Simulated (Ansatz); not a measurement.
# Gaps and decay in LiF/AlN stacks, part 2 of 3

Wanted: band edges and complex bands along the stacking of LiF/AlN. The crystals are LiF rock salt(001) and AlN rock salt(001), on a common net of side 2.878 Å (+0.0 % and +0.0 % against typed lattice constants near PBE's). Layer spacings come from each crystal relaxed along the normal on that net, and the joins take the mean spacing. The stacks are then relaxed. The first steps treat the bulk crystals alone. LDA has lattice constants of its own, so the true strain differs.

Ansatz 0.2.0; LDA DFT, plane waves, PAW files (the session's first sound run).

So far, gap on path (eV): step 3 (the bulk crystal and its band edges, crystal LiF rock salt(001)) 9.07; step 5 (band edges, crystal AlN rock salt(001)) 4.31; step 7 (band edges of the superlattice, atomic layers of each crystal 1×4, k-mesh 8×8×4) 4.33.

The structure was built from a prototype and need not be the compound's stable phase.

### 8. Minibands and complex bands along the stacking, atomic layers of each crystal 1×4, k-mesh 8×8×4

This step: LDA DFT, plane waves, PAW files; complex bands by layer matching along the plane's normal (Ansatz 0.2.0).

The whole cell is now the period, so open channels are minibands and Im kz is the decay through the stack.

input.yaml

```yaml
crystal:
  lattice:
    - [2.878, 0.0, 0.0]
    - [0.0, 2.878, 0.0]
    - [1.439, 1.439, 9.847565256]
  atoms:
    - { symbol: F, position: [0.0, 0.0, 0.0] }
    - { symbol: Li, position: [0.5, 0.5, 0.0] }
    - { symbol: "N", position: [0.4001745952, 0.4001745952, 0.1996513073] }
    - { symbol: Al, position: [-0.1021926016, -0.1021926016, 0.2043853618] }
    - { symbol: "N", position: [-0.2005655682, -0.2005655682, 0.4011310218] }
    - { symbol: Al, position: [0.2999788318, 0.2999788318, 0.400042365] }
    - { symbol: "N", position: [0.2005655682, 0.2005655682, 0.5988689782] }
    - { symbol: Al, position: [-0.2999788318, -0.2999788318, 0.599957635] }
    - { symbol: "N", position: [-0.4001745952, -0.4001745952, 0.8003486927] }
    - { symbol: Al, position: [0.1021926016, 0.1021926016, 0.7956146382] }
kpoints:
  mp_grid: { grid: [8, 8, 4] }
scf:
  occupations: { method: fixed }
  max_iter: 120
hamiltonian:
  xc: lda
output:
  eigenvalues: true
  transmission:
    leads: [[0, 0]]
    kpoints: [[0.0, 0.0], [-0.5, -0.5]]
    e_range: [-1.5, 5.83]
    de: 0.1
```

Started as:

```bash
> ansatz run input.yaml --threads 4 --pin off --max-ram 10240MiB --backend cpu --events-out ev --progress --plain --runs-dir out
```

Run time: 4 s. Hardware: 4 threads of Intel Xeon Platinum 8488C (Sapphire Rapids), shared host; peak memory 0.51 GiB; 15 s of CPU time.

Numbers from this step:

| Property | Result |
| --- | --- |
| decay constant at the filling level, zone centre | 0.4022 Å⁻¹ |
| decay constant at the filling level, slowest listed point | 0.4022 Å⁻¹ |

Lower lead, k parallel (0, 0); values up to 1.5 1/Å, a degenerate pair printed once or twice; energies at which all values exceed this have no row. Im kz of the slowest decaying states against energy, zero at the highest filled level on the SCF mesh:

```
energy (eV)  decay 1 (Å⁻¹)  decay 2 (Å⁻¹)  decay 3 (Å⁻¹)  decay 4 (Å⁻¹)
      -1.50          0.131          0.264          0.967           1.43
      -1.20          0.125          0.280          0.952           1.40
      -0.90          0.180          0.937           1.37              -
      -0.60          0.203          0.923           1.34              -
      -0.30          0.197          0.260          0.908           1.31
       0.00         0.0244         0.0244          0.266          0.893
       0.30          0.311          0.396          0.878           1.25
       0.50          0.333          0.471          0.867           1.23
       0.80          0.359          0.550          0.851           1.19
       1.10          0.377          0.607          0.835           1.16
       1.40          0.390          0.653          0.818           1.12
       1.70          0.398          0.690          0.800           1.09
       2.00          0.402          0.721          0.781           1.05
       2.30          0.402          0.747          0.761           1.01
       2.60          0.397          0.740          0.770          0.964
       2.90          0.388          0.717          0.790          0.919
       3.20          0.375          0.693          0.806          0.872
       3.50          0.357          0.665          0.821          0.821
       3.80          0.333          0.635          0.766          0.834
       4.00          0.313          0.612          0.727          0.842
       4.30          0.275          0.572          0.662          0.852
       4.60          0.221          0.522          0.588          0.861
       4.90          0.123          0.448          0.497          0.868
       5.20         0.0809          0.282          0.369          0.875
       5.50         0.0751          0.376          0.881              -
       5.80          0.265          0.441          0.887              -
```

Lower lead, k parallel (-0.5, -0.5); values up to 1.5 1/Å, a degenerate pair printed once or twice; energies at which all values exceed this have no row. Table of Im kz of the slowest decaying states by energy, zero at the highest filled level on the SCF mesh:

```
energy (eV)  decay 1 (Å⁻¹)  decay 2 (Å⁻¹)  decay 3 (Å⁻¹)
      -1.50          0.382          0.409              -
      -1.30          0.419          0.428              -
      -1.10          0.444          0.446              -
      -0.90          0.457          0.466              -
      -0.70          0.469          0.481              -
      -0.50          0.480          0.493              -
      -0.30          0.489          0.503              -
      -0.10          0.496          0.510              -
       0.00          0.500          0.513              -
       0.10          0.503          0.515              -
       0.30          0.508          0.519              -
       0.50          0.513          0.521              -
       0.70          0.516          0.522              -
       0.90          0.519          0.522              -
       1.10          0.520              -              -
       1.30          0.518          0.521              -
       1.50          0.514          0.521              -
       1.70          0.508          0.521              -
       1.90          0.502          0.519              -
       2.10          0.495          0.517              -
       2.20          0.490          0.516              -
       2.40          0.481          0.512              -
       2.60          0.470          0.508              -
       2.80          0.457          0.503              -
       3.00          0.443          0.498              -
       3.20          0.426          0.491              -
       3.40          0.407          0.484              -
       3.60          0.384          0.476              -
       3.80          0.356          0.467              -
       4.00          0.318          0.457              -
       4.20          0.255          0.445              -
       4.40          0.206          0.432              -
       4.60          0.254          0.418          0.418
       4.80          0.257          0.402              -
       5.00          0.243          0.383              -
       5.20          0.208          0.362              -
       5.40          0.337              -              -
       5.60          0.192          0.305              -
       5.80          0.216          0.263              -
```

At the listed wavevectors the last open channel is at -0.60 eV and the next at +5.10 eV on the grid, wider than the gap, since narrow bands can fall between grid energies. At +2.20 eV, the grid energy nearest the filling level (the middle of the gap on the SCF mesh), the slowest state at the listed wavevectors decays with κ = 0.402 Å⁻¹, its amplitude falling by e over 2.5 Å.

### 9. Relaxation, stack LiF 4 / AlN 2, atomic layers of each crystal 4×2

This step: LDA DFT, plane waves, PAW files (Ansatz 0.2.0).

System of this step: LiF (4) / AlN (2). The cell holds 12 atoms: 4 F, 4 Li, 2 N and 2 Al. Cell: a = 2.878 Å, b = 2.878 Å, c = 11.602 Å, α = 90.0°, β = 90.0°, γ = 90.0°. Regions: 0: LiF, 8 atoms (4 F and 4 Li); 1: AlN, 4 atoms (2 N and 2 Al). The structure's axis is c.

input.yaml

```yaml
crystal:
  lattice:
    - [2.878, 0.0, 0.0]
    - [0.0, 2.878, 0.0]
    - [0.0, 0.0, 11.6019714397]
  atoms:
    - { symbol: F, position: [0.0, 0.0, 0.0] }
    - { symbol: Li, position: [0.5, 0.5, 0.0] }
    - { symbol: F, position: [0.5, 0.5, 0.164459459] }
    - { symbol: Li, position: [0.0, 0.0, 0.164459459] }
    - { symbol: F, position: [0.0, 0.0, 0.328918918] }
    - { symbol: Li, position: [0.5, 0.5, 0.328918918] }
    - { symbol: F, position: [0.5, 0.5, 0.493378377] }
    - { symbol: Li, position: [0.0, 0.0, 0.493378377] }
    - { symbol: "N", position: [0.0, 0.0, 0.6611486475] }
    - { symbol: Al, position: [0.5, 0.5, 0.6611486475] }
    - { symbol: "N", position: [0.5, 0.5, 0.8322297295] }
    - { symbol: Al, position: [0.0, 0.0, 0.8322297295] }
kpoints:
  mp_grid: { grid: [8, 8, 2] }
scf:
  occupations: { method: fixed }
  max_iter: 120
hamiltonian:
  xc: lda
output:
  eigenvalues: false
  forces: true
relax:
  f_tol: 0.02
  max_steps: 40
```

Wall time 5.3 s (4 threads); peak memory 0.51 GiB; 19 s of CPU time.

The steps of the relaxation:

```
step  energy less that of the first step (eV)  largest force component (eV/Å)
   1                                   0.0000                          1.0864
   2                                  -0.0422                          0.5527
   3                                  -0.0675                          0.1428
   4                                  -0.0725                          0.0497
   5                                  -0.0727                          0.0257
   6                                  -0.0728                          0.0012
```

The run keeps the 16 symmetry operations that it works with, so distortions that break them were not tested.

The atoms that moved most (Å):

```csv
atom,dx,dy,dz,length
F1,0.000,0.000,0.053,0.053
F7,0.000,0.000,-0.053,0.053
Al12,0.000,0.000,-0.033,0.033
Al10,0.000,0.000,0.033,0.033
Li8,0.000,0.000,-0.023,0.023
Li2,0.000,0.000,0.023,0.023
Li4,0.000,0.000,0.023,0.023
Li6,0.000,0.000,-0.023,0.023
```

Numbers from this step:

| Property | Result |
| --- | --- |
| free energy | -5773.1944 eV |
| Fermi energy | 7.166 eV |

The largest force component on a free atom ends at 0.0012 eV/Å.

### 10. Band edges of the superlattice, atomic layers of each crystal 4×2, k-mesh 8×8×2

Another period, with its own band edges.

input.yaml

```yaml
crystal:
  lattice:
    - [2.878, 0.0, 0.0]
    - [0.0, 2.878, 0.0]
    - [0.0, 0.0, 11.6019714397]
  atoms:
    - { symbol: F, position: [0.0, 0.0, 0.0045443337] }
    - { symbol: Li, position: [0.5, 0.5, 0.0020221689] }
    - { symbol: F, position: [0.5, 0.5, 0.1656537884] }
    - { symbol: Li, position: [0.0, 0.0, 0.166456989] }
    - { symbol: F, position: [0.0, 0.0, 0.3277245886] }
    - { symbol: Li, position: [0.5, 0.5, 0.326921388] }
    - { symbol: F, position: [0.5, 0.5, 0.4888340433] }
    - { symbol: Li, position: [0.0, 0.0, 0.4913562081] }
    - { symbol: "N", position: [0.0, 0.0, 0.6598429415] }
    - { symbol: Al, position: [0.5, 0.5, 0.6640332911] }
    - { symbol: "N", position: [0.5, 0.5, 0.8335354355] }
    - { symbol: Al, position: [0.0, 0.0, 0.8293450859] }
kpoints:
  mp_grid: { grid: [8, 8, 2] }
  band_path: { path: [VBM, CBM], npoints: 24 }
scf:
  occupations: { method: fixed }
  max_iter: 120
hamiltonian:
  xc: lda
output:
  eigenvalues: true
  write_potential: true
  write_density: true
  volumetric_format: npy
```

Run time: 8.8 s. Hardware: 4 threads; peak memory 0.49 GiB; 32 s of CPU time.

Numbers from this step:

* gap on the k-mesh: 4.738 eV
* gap on path: 4.734 eV, by band count; negative where bands overlap
* edge places on path: 0, 0.4437 1/A along the path

The electronic bands at the labelled points (eV, zero at the Fermi level (highest filled level under fixed occupations); v1 is the highest filled band, c1 the lowest empty one):

```
  point     v4     v3     v2     v1    c1    c2    c3    c4
    VBM  -1.50  -1.33  -0.61   0.00  5.37  6.02  6.74  7.49
halfway  -1.48  -0.78  -0.50   0.00  5.00  5.87  6.55  7.00
    CBM  -1.54  -1.10  -0.01  -0.01  4.74  6.10  6.17  6.55
```

The searched edges give 4.73 eV, against 4.74 eV on the mesh.

### 11. Minibands and complex bands along the stacking, atomic layers of each crystal 4×2, k-mesh 8×8×2

This step: LDA DFT, plane waves, PAW files; complex bands by layer matching along the plane's normal (Ansatz 0.2.0).

input.yaml: that of step 10 with these lines changed.

```diff
@@ -20,3 +20,2 @@
   mp_grid: { grid: [8, 8, 2] }
-  band_path: { path: [VBM, CBM], npoints: 24 }
 scf:
@@ -28,4 +27,6 @@
   eigenvalues: true
-  write_potential: true
-  write_density: true
-  volumetric_format: npy
+  transmission:
+    leads: [[0, 0]]
+    kpoints: [[0.0, 0.0], [0.0, 0.1797]]
+    e_range: [-1.5, 6.23]
+    de: 0.11
```

The job ended after 4 s (4 threads; peak memory 0.49 GiB).

This step gave:

```
decay constant at the filling level, zone centre          : 0.5820 Å⁻¹
decay constant at the filling level, slowest listed point : 0.582 Å⁻¹
```

Lower lead, k parallel (0, 0); values up to 1.5 1/Å, a degenerate pair printed once or twice; energies at which all values exceed this have no row. Im kz of the slowest decaying states against energy, zero at the highest filled level on the SCF mesh:

```csv
energy (eV),decay 1 (Å⁻¹),decay 2 (Å⁻¹),decay 3 (Å⁻¹),decay 4 (Å⁻¹)
-1.50,0.669,0.727,0.936,-
-1.17,0.660,0.875,0.892,-
-0.84,0.855,0.932,-,-
-0.62,0.769,0.952,1.05,-
-0.29,0.745,0.952,1.24,1.39
0.04,0.730,0.881,1.12,-
0.37,0.715,1.10,1.22,-
0.70,0.699,1.10,1.19,1.48
0.92,0.687,1.10,1.17,1.46
1.25,0.668,1.10,1.16,1.43
1.58,0.646,1.11,1.17,1.40
1.91,0.621,1.13,1.17,1.36
2.24,0.592,1.16,1.18,1.33
2.46,0.571,1.18,1.21,1.31
2.79,0.536,1.18,1.26,1.27
3.12,0.496,1.19,1.19,1.23
3.45,0.449,1.10,1.19,1.19
3.78,0.393,1.05,1.15,1.20
4.00,0.349,1.02,1.13,1.20
4.33,0.264,0.987,1.08,1.20
4.66,0.117,0.952,1.04,1.21
4.99,0.918,0.985,1.21,1.40
5.32,0.882,0.930,1.22,1.40
5.54,0.856,0.889,1.23,1.39
5.87,0.813,0.818,1.25,1.39
6.20,0.722,0.757,1.27,1.37
```

Lower lead, k parallel (0, 0.1797); values up to 1.5 1/Å, a degenerate pair printed once or twice; energies at which all values exceed this have no row. Im kz of the slowest decaying states against energy, zero at the highest filled level on the SCF mesh:

```csv
energy (eV),decay 1 (Å⁻¹),decay 2 (Å⁻¹),decay 3 (Å⁻¹),decay 4 (Å⁻¹)
-1.500,0.511,1.10,-,-
-0.950,0.494,0.529,1.03,1.42
-0.510,0.499,1.00,1.37,-
0.040,0.613,0.797,1.32,-
0.480,0.653,1.03,1.28,-
1.030,0.684,1.11,1.24,-
1.470,0.700,1.15,1.21,-
2.020,0.710,1.17,1.19,-
2.460,0.713,1.14,1.23,-
3.010,0.709,1.11,1.28,1.48
3.450,0.689,0.711,1.08,1.38
4.000,0.575,0.785,1.05,1.36
4.550,0.480,0.815,1.01,1.31
4.990,0.374,0.834,0.977,1.26
5.540,0.234,0.875,0.932,1.19
5.980,0.296,0.682,0.885,1.13
```

At the listed wavevectors the last open channel is at -1.50 eV and the next at +4.77 eV on the grid, wider than the gap, since narrow bands can fall between grid energies. At +2.35 eV, the grid energy nearest the filling level (the middle of the gap on the SCF mesh), the slowest state at the listed wavevectors decays with κ = 0.582 Å⁻¹, its amplitude falling by e over 1.7 Å.

### 12. Relaxing the interfaces, stack LiF 1 / AlN 1, atomic layers of each crystal 1×1

This step: LDA DFT, plane waves, PAW files (Ansatz 0.2.0).

System of this step: LiF (1) / AlN (1). The cell holds 4 atoms: 1 F, 1 Li, 1 N and 1 Al. Cell: a = 2.878 Å, b = 2.878 Å, c = 3.893 Å, α = 90.0°, β = 90.0°, γ = 90.0°. Regions: 0: LiF, 2 atoms (1 F and 1 Li); 1: AlN, 2 atoms (1 N and 1 Al). The structure's axis is c.

input.yaml

```yaml
crystal:
  lattice:
    - [2.878, 0.0, 0.0]
    - [0.0, 2.878, 0.0]
    - [0.0, 0.0, 3.8929317736]
  atoms:
    - { symbol: F, position: [0.0, 0.0, 0.0] }
    - { symbol: Li, position: [0.5, 0.5, 0.0] }
    - { symbol: "N", position: [0.5, 0.5, 0.5] }
    - { symbol: Al, position: [0.0, 0.0, 0.5] }
kpoints:
  mp_grid: { grid: [8, 8, 6] }
scf:
  occupations: { method: fixed }
  max_iter: 120
hamiltonian:
  xc: lda
output:
  eigenvalues: false
  forces: true
relax:
  f_tol: 0.02
  max_steps: 40
```

It took 0.45 s on 4 threads; peak memory 0.37 GiB.

The forces vanish from the start, and no atom moves.

The largest force component on a free atom ends at 1.4e-30 eV/Å.

### 13. Band edges of the superlattice, atomic layers of each crystal 1×1, k-mesh 8×8×6

input.yaml, the sections that differ from step 12:

```yaml
kpoints:
  mp_grid: { grid: [8, 8, 6] }
  band_path: { path: [VBM, CBM], npoints: 24 }
output:
  eigenvalues: true
  write_potential: true
  write_density: true
  volumetric_format: npy
# crystal, scf, hamiltonian: as in step 12
# relax: removed
```

It took 0.97 s on 4 threads; peak memory 0.36 GiB.

Electronic bands along the path, in eV, zero at the Fermi level (highest filled level under fixed occupations); v1 is the highest filled band, c1 the lowest empty one:

| point | v4 | v3 | v2 | v1 | c1 | c2 |
| --- | --- | --- | --- | --- | --- | --- |
| VBM | -5.97 | -4.07 | -0.30 | 0.00 | 4.43 | 7.63 |
| halfway | -7.11 | -4.40 | -2.42 | -0.72 | 6.08 | 7.80 |
| CBM | -7.83 | -3.58 | -3.58 | -0.61 | 3.69 | 8.24 |

The searched edges give 3.69 eV, as on the mesh.

### 14. Minibands and complex bands along the stacking, atomic layers of each crystal 1×1, k-mesh 8×8×6

This step: LDA DFT, plane waves, PAW files; complex bands by layer matching along the plane's normal (Ansatz 0.2.0).

input.yaml, the sections that differ from step 13:

```yaml
kpoints:
  mp_grid: { grid: [8, 8, 6] }
output:
  eigenvalues: true
  transmission:
    leads: [[0, 0]]
    kpoints: [[0.0, 0.0], [-0.5, -0.5]]
    e_range: [-1.5, 5.19]
    de: 0.1
# crystal, scf, hamiltonian: as in step 13
```

Elapsed: 1.4 s, on 4 threads; peak memory 0.41 GiB; 4.7 s of CPU time.

(Continued in part 3 of 3.)

[Logs are printed without paths, hosts, clocks, repeated set-up lines and the standing remarks that a program may print on its own settings, such as how far it seeks lower states.]

[Hosts, paths, dates, database ids (printed as entryN), source tags and the programs' standing remarks are cut or masked in the printed files.]
